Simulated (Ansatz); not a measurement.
AlN: band structure with PBEsol

**The experiment to reproduce.**

From “Structural and optical properties of self-assembled AlN nanowires grown on SiO2/Si substrates by molecular beam epitaxy”, 2024, arxiv:2402.00216, for a bulk crystal of AlN at 0 K: band gap 6.0343 eV (an exciton energy, a little under the gap).

The system is AlN.

```
Al N
1.0
     3.11300    0.00000    0.00000
    -1.55650    2.69594    0.00000
     0.00000    0.00000    4.98100
Al N
2 2
Direct
  0.66667 0.33333 0.50000
  0.33333 0.66667 0.00000
  0.66667 0.33333 0.88000
  0.33333 0.66667 0.38000
```

| Quantity | Value |
| --- | --- |
| Program | Ansatz 0.2.0 |
| Task | band structure |
| Functional | PBEsol |
| Potentials or basis | all-electron LAPW, scalar-relativistic |
| Cutoff | 346 eV (chosen from the basis error) |
| Basis error allowed | 0.002 eV/atom |
| k mesh | 10 × 10 × 6 |
| Occupations | fermi-dirac, width 0.05 eV |
| Spin | no spin polarisation |

| Quantity | Value |
| --- | --- |
| Pressure | 0.1 GPa |
| Largest force | 0.130 eV/Å |
| Band gap on the k mesh | 4.14 eV, direct |
| Band gap along the path | 4.14 eV, direct |

Forces in eV/Å, atoms in the order of the input:
```
Al   0.000  0.000 -0.130
Al   0.000  0.000 -0.130
N    0.000  0.000  0.130
N    0.000  0.000  0.130
```

Stress tensor (GPa, compression positive):
```
-0.38  0.00  0.00
 0.00 -0.38  0.00
 0.00  0.00  1.10
```

Levels at the corners of the path, in eV from the valence-band top:
| point | band 14 | band 15 | band 16 | band 17 | band 18 | band 19 | band 20 | band 21 | band 22 |
| --- | --- | --- | --- | --- | --- | --- | --- | --- | --- |
| Γ | -0.84 | -0.84 | -0.18 | -0.18 | 0.00 | 4.14 | 6.57 | 10.51 | 11.05 |
| M | -4.17 | -3.37 | -2.08 | -1.80 | -0.66 | 5.69 | 5.69 | 8.10 | 10.20 |
| K | -3.79 | -3.79 | -2.45 | -2.40 | -2.40 | 4.90 | 8.26 | 9.60 | 9.60 |
| Γ | -0.84 | -0.84 | -0.18 | -0.18 | 0.00 | 4.14 | 6.57 | 10.51 | 11.05 |
| A | -3.35 | -0.52 | -0.52 | -0.52 | -0.52 | 6.38 | 6.38 | 10.23 | 10.23 |
| L | -5.63 | -1.45 | -1.45 | -1.37 | -1.37 | 5.20 | 5.20 | 9.17 | 9.17 |
| H | -4.86 | -3.88 | -3.88 | -0.79 | -0.79 | 7.31 | 7.31 | 7.75 | 7.75 |
| A | -3.35 | -0.52 | -0.52 | -0.52 | -0.52 | 6.38 | 6.38 | 10.23 | 10.23 |

It took 15 s on 2 threads of AMD EPYC 7B13 (Zen 3), with other jobs on the host, peak memory 0.42 GiB.

A measured gap of AlN is 6.0343 eV (an exciton energy, a little under the gap; 0 K; quoted in “Structural and optical properties of self-assembled AlN nanowires grown on SiO2/Si substrates by molecular beam epitaxy”, 2024, arxiv:2402.00216); the calculated 4.14 eV misses it by -1.89 eV. 2 values of this kind are on record (6.034 to 6.0343 eV); this one was drawn at random. The value is that of PBEsol, without temperature or zero-point motion. Semilocal functionals fall short of measured gaps as a rule.
